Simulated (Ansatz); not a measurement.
The system is AlFe.

```
Fe Al
1.0
     2.91000    0.00000    0.00000
     0.00000    2.91000    0.00000
     0.00000    0.00000    2.91000
Fe Al
1 1
Cartesian
  1.4550 1.4550 1.4550
  0.0000 0.0000 0.0000
```

Base run:

```yaml
Program: Ansatz 0.2.0
Functional: PBE
Potentials_or_basis: JTH PAW
Cutoff: 1320 eV
Density_cutoff: 5280 eV
k_mesh: 9 × 9 × 9
Occupations: fermi-dirac, width 0.05 eV
Spin: collinear spin, ferromagnetic start
Starting_moments: "[3.0, 0.0] μB"
```

Its results: band gap on the k mesh none (metal or under the smearing width); pressure -6.5 GPa; net moment 0.67 μB per cell; site moments Fe +0.71; Al -0.03 μB.

**Question.** The run is repeated on the same cell with these changes: potentials or basis from JTH PAW to SSSP efficiency PAW; cutoff from 1320 eV to 1225 eV; density cutoff from 5280 eV to 17143 eV. What comes out?

**Answer.** Band gap on the k mesh none (metal or under the smearing width); pressure -5.9 GPa; net moment 0.66 μB per cell; site moments Fe +0.70; Al -0.03 μB.

Not every run made on this cell is shown here.
